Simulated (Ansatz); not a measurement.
# Ge: the cost of one run

Method: DFT r2SCAN, scalar-relativistic, plane waves, PAW, in Ansatz 0.2.0.

1 further run of the same task is left out (set aside as unsound or not needed). Runs told in other sessions of the task aren't counted.

**1. The system as given**

Symmetry: Ia-3, No. 206, cubic system. Conventional cell: a = 6.968 Å, b = 6.968 Å, c = 6.968 Å, α = 90.00°, β = 90.00°, γ = 90.00°. Ge (site symmetry 3) has 4 Ge at 2.43 to 2.51 Å in its first shell of neighbours.

Coordinates:

```
CELL_PARAMETERS angstrom
-3.48417 3.48417 3.48417
3.48417 -3.48417 3.48417
3.48417 3.48417 -3.48417
ATOMIC_POSITIONS crystal
Ge 0.50000 0.00000 0.79890
Ge 0.79890 0.50000 0.00000
Ge 0.00000 0.79890 0.50000
Ge 0.70110 0.70110 0.70110
Ge 0.50000 0.00000 0.20110
Ge 0.20110 0.50000 0.00000
Ge 0.00000 0.20110 0.50000
Ge 0.29890 0.29890 0.29890
```

It goes back to an entry of the Materials Project, which need not be the stable form.

This cell was relaxed beforehand with the same method: volume 21.15 Å³/atom, gap on the mesh none (metal).

**2. Zero of energy**

The reference gives a free energy of -34421.9205 eV, pressure -0.01 GPa, largest force 0.015 eV/Å and gap on the mesh none (metal). It was computed beforehand with the settings of the runs below.

**3. The scan: moving one atom along a line**

Atom 1 (Ge) is moved by x along the Cartesian unit vector (0.577, 0.577, -0.577); the cell and all other atoms stay fixed. Forces below are components along that vector, summed over the moved atoms. In a periodic cell its images move with it.

**4. Point x = -0.200 Å**

The input, input.yaml:

```yaml
crystal:
  lattice:
    - [-3.48417028, 3.48417028, 3.48417028]
    - [3.48417028, -3.48417028, 3.48417028]
    - [3.48417028, 3.48417028, -3.48417028]
  atoms:
    - { symbol: Ge, position: [0.5, 0.0, 0.7657577452] }
    - { symbol: Ge, position: [0.79889908, 0.5, 0.0] }
    - { symbol: Ge, position: [0.0, 0.79889908, 0.5] }
    - { symbol: Ge, position: [0.70110092, 0.70110092, 0.70110092] }
    - { symbol: Ge, position: [0.5, 0.0, 0.20110092] }
    - { symbol: Ge, position: [0.20110092, 0.5, 0.0] }
    - { symbol: Ge, position: [0.0, 0.20110092, 0.5] }
    - { symbol: Ge, position: [0.29889908, 0.29889908, 0.29889908] }
basis:
  ecutwfc: 500
kpoints:
  mp_grid: { grid: [8, 8, 8] }
hamiltonian:
  xc: r2scan
scf:
  occupations: { method: gaussian, width: 0.15 }
output:
  forces: true
  stress: true
  eigenvalues: true
```

The run is started by

```console
$ ansatz run input.yaml --threads 2 --pin off --max-ram 5120MiB --backend cpu --events-out ev --progress --plain --runs-dir out
```

**Question.** How long does this run take on 2 threads of Arm Neoverse V2, shared host, and how much memory does it need?

About 72 s, with a peak of 1.3 GiB.
